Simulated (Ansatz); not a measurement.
Crystal: SrO.

```
Sr O
1.0
     0.00000    2.56630    2.56630
     2.56630    0.00000    2.56630
     2.56630    2.56630    0.00000
Sr O
1 1
Direct
  0.50000 0.50000 0.50000
  0.00000 0.00000 0.00000
```

Base run:

- Program: Ansatz 0.2.0
- Functional: PBEsol
- Potentials or basis: all-electron LAPW, scalar-relativistic
- Cutoff: 217 eV (chosen from the basis error)
- Basis error allowed: 0.001 eV/atom
- k mesh: 9 × 9 × 9
- Occupations: gaussian, width 0.05 eV
- Spin: no spin polarisation

Its results: band gap on the k mesh 3.26 eV, indirect (least direct gap 3.34 eV); pressure -0.5 GPa.

Question: The run is repeated on the same cell with these changes: functional from PBEsol to PBE; occupations from gaussian, width 0.05 eV to gaussian, width 0.019 eV. What comes out?

Answer: Band gap on the k mesh 3.37 eV, indirect (least direct gap 3.45 eV); pressure 3.3 GPa.

Caveats: an odd mesh through Γ misses points on the zone boundary, where band edges often lie.
